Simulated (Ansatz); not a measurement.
# SiC (Moissanite 3C) (F-43m) in Ansatz: further runs

Aim: see how the results for SiC (Moissanite 3C) move with the level of theory and the settings. Levels: HSE03, LDA. Tasks: electric field gradients, single point.

Everything below comes from runs of Ansatz 0.2.0. Logs are shortened: lines on timing, memory, paths and dates and some standing lists are left out, and cuts for length are marked.

### 1 The structure

The structure is cubic, space group F-43m (No. 216). The conventional cell has a = 4.358 Å, b = 4.358 Å, c = 4.358 Å, α = 90.00°, β = 90.00°, γ = 90.00°. Around Si (site symmetry -43m) lie 4 C at 1.89 Å. C (site symmetry -43m) is surrounded by 4 Si at 1.89 Å.

### 2 Electric field gradients, HSE03

The input, input.yaml:

```yaml
crystal:
  lattice:
    - [0.0, 2.179, 2.179]
    - [2.179, 0.0, 2.179]
    - [2.179, 2.179, 0.0]
  atoms:
    - { symbol: Si, position: [0.0, 0.0, 0.0] }
    - { symbol: C, position: [0.75, 0.75, 0.75] }
hamiltonian:
  xc: { exchange: pbe, correlation: pbe, exx: { coeff: 0.25, omega: 0.3 } }
  pseudopotentials: { kind: paw }
kpoints:
  mp_grid: { grid: [7, 7, 7] }
scf:
  occupations: { method: gaussian, width: 0.025 }
output:
  forces: true
  stress: true
  eigenvalues: true
  efg: {}
basis:
  xc_grid: 3
```

Potentials or basis: Ansatz PAW.

Started as:

```sh
ansatz run input.yaml --threads 1 --pin off --max-ram 2560MiB --backend cpu --events-out ev --progress --plain --runs-dir out
```

Log:

```text
Warning: output.stress: scf.convergence.dr2_threshold = 1e-7 eV (the SCF's general default) is looser than the 2e-10 eV advised for a printed stress (1e-10 eV for each atom of the cell: 2). What an SCF threshold leaves in a stress goes as its square root, and in the free energy as the threshold itself, and one threshold admits the most on a small cell: of the crystals measured, under no hybrid functional and no lock of the moments, on runs that ended without the residual-converged pass, on stresses that held no estimate of that error, the worst erred by over 100 MPa in a component at 1e-7 eV an atom and by under 5 at 1e-10. Set scf.convergence.dr2_threshold to 2e-10 eV or tighter. The threshold is an SCF's pass mark: one that does not reach it within its budget of iterations ends unconverged, or closes short of it on a stop that the run arms, and scf.convergence.dr2_threshold's page says what that costs each kind of run
Warning: output.stress: scf.exx.energy_threshold = 1e-6 eV is looser than the 2e-8 eV advised for a stress under a hybrid functional (1e-8 eV for each atom of the cell: 2). Every SCF of the exchange loop can meet its threshold on dr2 while the loop round them stops early: no threshold on dr2 bounds what that leaves in the stress. Set scf.exx.energy_threshold to 2e-8 eV or tighter. The threshold is the loop's pass mark: a loop that does not reach it within its budget of cycles ends unconverged, and scf.exx.energy_threshold's page has the law
Warning: RAYON_NUM_THREADS=1 ignored (pool sized by the plan → 1); use --threads N
Engine: ansatz 0.2.0, aarch64-unknown-linux-gnu
Pseudopotentials: kind: paw
Pseudopotential: Si, paw, valence charge 4, recommended cutoff 420 eV (normal), Si.paw.azcp
Pseudopotential: C, paw, valence charge 4, recommended cutoff 420 eV (normal), C.paw.azcp
Functional definition: unnamed
  parameter a_1 = 0.25
  parameter omega_1 = 0.3/angstrom
  exchange = pbe_x + (-a_1)*pbe_x_sr(omega_1) + a_1*exact_x_sr(omega_1)
  correlation = pbe_c
Crystal: 2 atoms, lattice volume = 20.692 Å³
Basis set: ecut = 420 eV, 411 PW (Γ), exchange–correlation on 72×72×72 points (27 copies of the dense FFT grid, shifted against one another)
Bands: 8, of which v1, the nominal top of the filled ones, is band 4 counted from 1 (3 counted from 0)
Symmetry: 24 space group operations
Space group: F-43m (ITA 216), of the structure as read, at distance tolerance 2.7e-5 Å
k-points: 20 of 343 (time reversal used)
Non-local potential: Si, projectors of the file, l = 0: 2, l = 1: 2, l = 2: 2
Non-local potential: C, projectors of the file, l = 0: 2, l = 1: 2, l = 2: 1
PAW form: soft (Blöchl's): semilocal exchange-correlation on the pseudo side does not see the compensation charge
PAW frozen core: Si, regenerated for the run's functional, and the local potential with it (the file was generated under x = pbe(κ = 0.804, μ = 0.2195149727645171), c = pbe(β = 0.06672455060314922))
PAW frozen core: C, regenerated for the run's functional, and the local potential with it (the file was generated under x = pbe(κ = 0.804, μ = 0.2195149727645171), c = pbe(β = 0.06672455060314922))
PAW one-centre angular grid: Si, 110 points (default); XC on 64 Gauss nodes
PAW one-centre angular grid: C, 110 points (default); XC on 64 Gauss nodes
Initial density: superposition of atomic densities (neutral atoms: chi_scale 0, normalization atom), corrected by the library's trained network
Initial wavefunctions: pseudopotential atomic-orbital guess
Functional: x = pbe(κ = 0.804, μ = 0.2195149727645171), c = pbe(β = 0.06672455060314922), warm-up for x = pbe(κ = 0.804, μ = 0.2195149727645171) + 0.25 (exact − pbe) at short range (hse, ω = 0.3 Å⁻¹), c = pbe(β = 0.06672455060314922)
SCF iter   1: F=—  HF=-887.149543 eV  |F-HF|=—  |Δ(HF+E_count)|=         —  Δρ=1.75e-3  dr2=5.55e-4  ethr=1.77e-3  ⟨swp⟩=6.2  Hψ=761  notcnv=0
preconditioner: auto → none  [insulator: Δε(μ)=1.575 eV  Ē_g=14.040 eV  σ=0.025 eV  W_gap=1.00  n_scr=0 (ndim 8)  ℏωp=23.1 eV  f_vac=0.000  D(μ)=0.00/eV (n_scr^D=0)]
iter 2 solved again at ethr=3.95e-7 eV; its pass at ethr=6.94e-6 eV (dr2=3.16e-5 eV) is discarded
SCF iter   2: F=-887.149595 eV  HF=-887.149558 eV  |F-HF|=3.77e-5  |Δ(HF+E_count)|=   1.47e-5  Δρ=6.21e-4  dr2=3.26e-5  ethr=3.95e-7  ⟨swp⟩=2.0  Hψ=671  notcnv=0  defer=1
SCF 1 stopped early in 2 iterations: F = -887.149595 eV  dr2 = 3.26e-5
Initial density: handed on by an earlier stage of this run
Initial wavefunctions: those handed on with the density
Functional: x = pbe(κ = 0.804, μ = 0.2195149727645171) + 0.25 (exact − pbe) at short range (hse, ω = 0.3 Å⁻¹), c = pbe(β = 0.06672455060314922)
Exchange kernel: α = 0.2500, screened, ω = 0.3000 Å⁻¹, Wigner–Seitz truncation, v(0) = 502.6413 eV·Å³, q-mesh 7×7×7, nearest image of the exchange supercell L = 21.57 Å, pair-density grid 12×12×12, without the augmentation charges, whose exchange is taken in its separable form by FFT convolution over the k-point mesh (sized by the pseudopotential files, 18×18×18 at the most), smooth part of the exact exchange by density-matrix convolution
Frozen-core exchange: fock
SCF iter   1: F=—  HF=-887.738291 eV  |F-HF|=—  |Δ(HF+E_count)|=         —  Δρ=5.37e-3  dr2=3.72e-3  ethr=4.07e-6  ⟨swp⟩=6.1  Hψ=781  notcnv=0
preconditioner: auto → none  [insulator: Δε(μ)=2.260 eV  Ē_g=15.696 eV  σ=0.025 eV  W_gap=1.00  n_scr=0 (ndim 8)  ℏωp=23.1 eV  f_vac=0.000  D(μ)=0.00/eV (n_scr^D=0)]
SCF iter   2: F=—  HF=-887.736851 eV  |F-HF|=—  |Δ(HF+E_count)|=   1.44e-3  Δρ=2.51e-3  dr2=7.74e-4  ethr=4.07e-6  ⟨swp⟩=3.0  Hψ=396  notcnv=0
SCF iter   3: F=—  HF=-887.738393 eV  |F-HF|=—  |Δ(HF+E_count)|=   1.54e-3  Δρ=6.65e-4  dr2=9.97e-5  ethr=4.07e-6  ⟨swp⟩=3.1  Hψ=313  notcnv=0  defer=1
SCF iter   4: F=—  HF=-887.738364 eV  |F-HF|=—  |Δ(HF+E_count)|=   2.93e-5  Δρ=1.98e-4  dr2=9.73e-6  ethr=1.16e-6  ⟨swp⟩=3.0  Hψ=301  notcnv=0
SCF iter   5: F=-887.738373 eV  HF=-887.738373 eV  |F-HF|=3.59e-7  |Δ(HF+E_count)|=   9.67e-6  Δρ=8.09e-5  dr2=1.02e-6  ethr=1.05e-7  ⟨swp⟩=2.9  Hψ=281  notcnv=0
SCF 2 stopped early in 5 iterations: F = -887.738373 eV  dr2 = 1.02e-6
hybrid outer 1: dexx = +1.929e-3 eV, tail = 3.93e-6 eV
Exchange kernel: α = 0.2500, screened, ω = 0.3000 Å⁻¹, Wigner–Seitz truncation, v(0) = 502.6413 eV·Å³, q-mesh 7×7×7, nearest image of the exchange supercell L = 21.57 Å, pair-density grid 12×12×12, without the augmentation charges, whose exchange is taken in its separable form by FFT convolution over the k-point mesh (sized by the pseudopotential files, 18×18×18 at the most), smooth part of the exact exchange by density-matrix convolution
Frozen-core exchange: fock
SCF iter   1: F=—  HF=-887.738364 eV  |F-HF|=—  |Δ(HF+E_count)|=         —  Δρ=2.82e-5  dr2=1.29e-7  ethr=2.46e-7  ⟨swp⟩=5.0  Hψ=470  notcnv=0
preconditioner: auto → none  [insulator: Δε(μ)=2.285 eV  Ē_g=15.698 eV  σ=0.025 eV  W_gap=1.00  n_scr=0 (ndim 8)  ℏωp=23.1 eV  f_vac=0.000  D(μ)=0.00/eV (n_scr^D=0)]
SCF iter   2: F=-887.738364 eV  HF=-887.738364 eV  |F-HF|=1.79e-10  |Δ(HF+E_count)|=   2.60e-8  Δρ=7.84e-6  dr2=8.94e-9  ethr=1.57e-9  ⟨swp⟩=2.9  Hψ=281  notcnv=0
SCF 3 converged in 2 iterations: F = -887.738364 eV  dr2 = 8.94e-9
  Residual-converged pass: ⟨swp⟩=3.2  Hψ=324  notcnv=0  max |occ|·‖R‖ = 2.4e-6 eV (tolerance 2.4e-6 eV)  dr2=8.80e-9  dr2_onsite=2.70e-10  max |Δocc| = 0.0e0
hybrid outer 2: dexx = +2.443e-8 eV, tail = 1.88e-8 eV, Δε = 1.06e-3 eV (about 1.03e-4 eV left of the loop's levels)
hybrid SCF converged: 2 outer / 7 inner (+2 warm-up), last move |dexx| = 2.44e-8 eV, tail = 1.88e-8 eV
Stability not checked: this state was not tested for a lower state beside it, because the functional holds exact exchange (a hybrid, or Hartree-Fock), whose exchange loop this test does not read (fock_operator; see scf.lower_state_search)
Free energy (F): -887.738364 eV
Frozen-core exchange: fock
Harris-Foulkes:  -887.738364 eV  (|F-HF|=1.79e-10)
Internal energy: -887.738364 eV  (E = F + TS)
E sigma→0 (E₀):  -887.738364 eV
Fermi energy:    10.137955 eV
--- Per-component energies (eV) ---
  E_band       = 20.487661
  E_kinetic    = 135.698934
  E_local      = -103.348616  (includes V_loc(G=0)·N_el)
  E_nonlocal   = 50.624556
  E_hartree    = 32.143673
  E_xc         = -87.282584
  E_vxc        = -89.688369  (∫ρ·V_xc dr)
  E_exx        = -13.856799  (= α·E_x^exact, valence–valence)
  E_paw        = -616.858195  (= ΣΔE_a)
  E_vpaw       = -9.371940  (= ΣTr[D̂ρ^β])
  E_aug_tail   = 0.000011  (compensation charges beyond the density's cutoff)
  E_ewald      = -284.783780
  E_core_change = -0.075562  (= ΣΔE_core)
  E_smearing   = -0.000000  (= −TS)
  E_closure    = -0.000001  (closes the sum)
  Σ components = -887.738364   (vs F -887.738364, Δ=-1.14e-13)
--- Forces (eV/Å), atoms counted from 1 ---
  atom   1  Si    -0.00000000     0.00000000    -0.00000000
  atom   2  C      0.00000000    -0.00000000     0.00000000
  max |Σ_I F_I| component: 1.48e-16 eV/Å
--- Stress (GPa, compression-positive) ---
       -1.092432      -0.000000      -0.000000
       -0.000000      -1.092432       0.000000
       -0.000000       0.000000      -1.092432
  P = ⅓ Tr σ = -1.0924 GPa (-10.924 kbar)
--- PAW observables at the nuclei: V_zz in 10²¹ V/m², potentials from the cell's mean, atoms counted from 1 ---
  atom   1  Si V_zz =    -0.000000   η = 0.0000   by run symmetry: forbidden
            electrostatic potential = -1361.744042 V   contact ρ = none
  atom   2  C  V_zz =    +0.000000   η = 0.0000   by run symmetry: forbidden
            electrostatic potential = -418.387385 V   contact ρ = none
--- Band table (eV; the first three rows and the last of 20) ---
  k-point 0: bands = ["-7.8915", "8.9957", "8.9957", "8.9957", "16.2758", "17.3549", "17.3549", "17.3549"]
  k-point 1: bands = ["-7.4607", "7.0043", "8.7226", "8.7226", "16.4444", "17.8174", "17.8174", "18.1858"]
  k-point 2: bands = ["-6.2162", "3.4437", "8.2199", "8.2199", "15.8247", "17.8894", "17.8894", "19.9246"]
  k-point 19: bands = ["-2.4791", "1.3399", "3.1290", "5.1427", "14.5355", "18.6893", "20.4647", "21.1224"]
```

Wall time 17 s (1 thread of Arm Neoverse V2, shared host); peak memory 0.8 GiB.

Results:

| Item | Value |
| --- | --- |
| Free energy | -887.7384 eV |
| Pressure | -1.1 GPa |
| Band gap on the k mesh | 2.28 eV, indirect (least direct gap 5.63 eV) |

Levels at points of the mesh, in eV from the valence-band top:
| k point | band 1 | band 2 | band 3 | band 4 | band 5 | band 6 | band 7 | band 8 |
| --- | --- | --- | --- | --- | --- | --- | --- | --- |
| (0.00, 0.00, 0.00) | -16.89 | 0.00 | 0.00 | 0.00 | 7.28 | 8.36 | 8.36 | 8.36 |

Caveat: odd divisions of the mesh miss points on the zone boundary, where band edges often lie, so the gap on the mesh can be too wide; the PAW data sets come from PBE, with cores solved anew for the run's functional, which leaves a small shift of forces and pressure; the thresholds are loose for stress.

### 3 Single point, LDA, non-collinear spin, ferromagnetic start, 10.35 Å³/atom

The input, input.yaml:

```yaml
crystal:
  lattice:
    - [0.0, 2.179, 2.179]
    - [2.179, 0.0, 2.179]
    - [2.179, 2.179, 0.0]
  atoms:
    - { symbol: Si, position: [0.0, 0.0, 0.0], spin: 0.501, spin_axis: [0.354, 0.354, 0.0] }
    - { symbol: C, position: [0.75, 0.75, 0.75] }
hamiltonian:
  xc: lda
  pseudopotentials: { kind: paw }
magnetization:
  noncollinear: true
  spin_orbit: false
kpoints:
  mp_grid: { grid: [10, 10, 10] }
scf:
  occupations: { method: fixed }
output:
  forces: true
  stress: true
  eigenvalues: true
```

Potentials or basis: Ansatz PAW.

Started as:

```sh
ansatz run input.yaml --threads 1 --pin off --max-ram 2560MiB --backend cpu --events-out ev --progress --plain --runs-dir out
```

Run time: 8.9 s. Hardware: 1 thread of Arm Neoverse V2, shared host; peak memory 0.27 GiB.

It converged, with:

```yaml
Free_energy: -852.1948 eV
Pressure: -4.4 GPa
Band_gap_on_the_k_mesh: 1.32 eV, indirect (least direct gap 4.51 eV)
Net_moment: 0.00 μB per cell
Absolute_moment: 0.00 μB per cell
```

Caveat: the pressure holds a Pulay correction of +0.4 GPa for the finite cutoff; the PAW data sets come from PBE, with cores solved anew for the run's functional, which leaves a small shift of forces and pressure; the starting moments weren't kept.

### 4 The reference run

An earlier run on the cell as given: functional PBE; potentials or basis Ansatz PAW; cutoff 420 eV (not typed: the program's choice for these potentials); k mesh 10 × 10 × 10; occupations fermi-dirac, width 0.05 eV; no spin polarisation.

* Pressure: 3.3 GPa
* Band gap on the k mesh: 1.36 eV, indirect (least direct gap 4.55 eV)
